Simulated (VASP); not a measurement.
Wanted: the native input for a VASP 6.6.1 run.

| Property | Result |
| --- | --- |
| Task | relaxation of cell and atoms |
| Functional | r2SCAN |
| Dispersion | D3(BJ) |
| Potentials or basis | VASP PAW PBE potentials, release 64 (V_sv) |
| Cutoff | 600 eV |
| k mesh | 12 × 12 × 12 |
| Occupations | methfessel-paxton, width 0.1 eV |
| Spin | collinear spin, ferromagnetic start |
| Starting moments | [2.0] μB |
| Further INCAR settings | ALGO = Normal; EDIFF = 1e-06; IBRION = 2; EDIFFG = -0.02; NSW = 60; ISIF = 3 |

The structure of V lies in POSCAR:

```
V
1.0
   -1.5143500000      1.5143500000      1.5143500000
    1.5143500000     -1.5143500000      1.5143500000
    1.5143500000      1.5143500000     -1.5143500000
V
1
Direct
    0.0000000000      0.0000000000      0.0000000000
```

One way to write it, as run:

INCAR

```
  PREC = Accurate
  ENCUT = 600
  EDIFF = 1E-6
  ISMEAR = 1
  SIGMA = 0.1
  LREAL = F
  LASPH = T
  NELM = 100
  ALGO = Normal
  ISIF = 3
  LWAVE = F
  LCHARG = F
  ISPIN = 2
  MAGMOM = 2
  LORBIT = 11
  LMAXMIX = 4
  METAGGA = R2SCAN
  LMIXTAU = T
  IVDW = 12
  VDW_S6 = 1.0
  VDW_S8 = 0.78981345
  VDW_A1 = 0.49484001
  VDW_A2 = 5.73083694
  IBRION = 2
  NSW = 60
  EDIFFG = -0.02
```

KPOINTS

```
Automatic mesh
0
Gamma
  12 12 12
```

Potentials or basis: VASP PAW PBE potentials, release 64 (V_sv).

The run is started by

```bash
$ cat potpaw_PBE.64/V_sv/POTCAR > POTCAR
$ mpirun -np 1 vasp_std > vasp.out
```

It gave:

```json
{
 "Relaxed volume": "13.05 Å³/atom",
 "Relaxed cell": "a = 2.569 Å, b = 2.569 Å, c = 2.569 Å, α = 109.47°, β = 109.47°, γ = 109.47°",
 "Space group after relaxing (to 0.05 Å)": "Im-3m (No. 229)",
 "Energy gained by relaxing": "23.9 meV/atom",
 "Ionic steps": "4",
 "Pressure after relaxing": "0.0 GPa",
 "Band gap on the k mesh": "none (metal or under the smearing width)",
 "Net moment": "0.18 μB per cell",
 "Site moments": "V +0.16 μB",
 "Valence electrons inside the program's atomic spheres": "V 11.68",
 "Dispersion energy per atom": "-0.330 eV"
}
```

Caveat: the PAW data sets were made with another functional, which shifts forces and pressure a little; pairwise dispersion overbinds metals, which lowers pressure and volume.

It took 2.5 min on 1 thread of Intel(R) Xeon(R) Platinum 8488C (Sapphire Rapids), on a shared host, peak memory 0.18 GiB.
